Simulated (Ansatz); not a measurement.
# KBr: moving Br off its site

KBr, Pm-3m, a = 4.043 Å (as given, not relaxed at this level: -2.6 GPa). This isn't the usual stable structure of the compound. Ansatz: LDA, PAW, 420 eV, Γ-centred 6×6×6 mesh on 2 atoms, Gaussian smearing 0.05 eV; no spin polarisation.

```
CELL_PARAMETERS angstrom
4.04350 0.00000 0.00000
0.00000 4.04350 0.00000
0.00000 0.00000 4.04350
ATOMIC_POSITIONS crystal
K 0.00000 0.00000 0.00000
Br 0.50000 0.50000 0.50000
```

Atom 2 (Br) moves by x along the unit vector (0.000, 1.000, 0.000), with its periodic images; all else is held. y is the free energy of the cell over the start, F the force along the path summed over the moved atoms. Symmetry makes y even in x.

| x (Å) | y (meV) | F (eV/Å) |
| --- | --- | --- |
| -0.5000 | 39.00 | 0.17 |
| -0.2500 | 8.91 | 0.07 |
| 0.0000 | 0.00 | 0.00 |
| 0.0625 | ? | ? |
| 0.1250 | 2.17 | -0.04 |
| 0.1875 | 4.94 | -0.05 |
| 0.3125 | 14.19 | -0.10 |
| 0.3750 | 20.89 | -0.12 |
| 0.4375 | 29.12 | -0.14 |

Q: Fit y = c2 x² + c4 x⁴ to the energies of the other rows, give the force constant, and predict energy and force of the missing row.

A: Least squares on the rows shown. y = 138.57 x² + 70.029 x⁴. The force constant is 2 c2 = 0.277 eV/Å², for the cell as given, at -2.6 GPa (for all images moving together, not for a lone atom). With two atoms in a cubic cell this is the optical mode at Γ without the LO field: ω = 521.5 √(2 c2/μ) = 54 cm⁻¹ for μ = 26.25 u. The force −dy/dx at the missing row is -0.02 eV/Å (computed -0.02). At x = 0.0625 the fit asked for gives 0.54 meV. The run gave 0.54 meV, the same to the digits shown.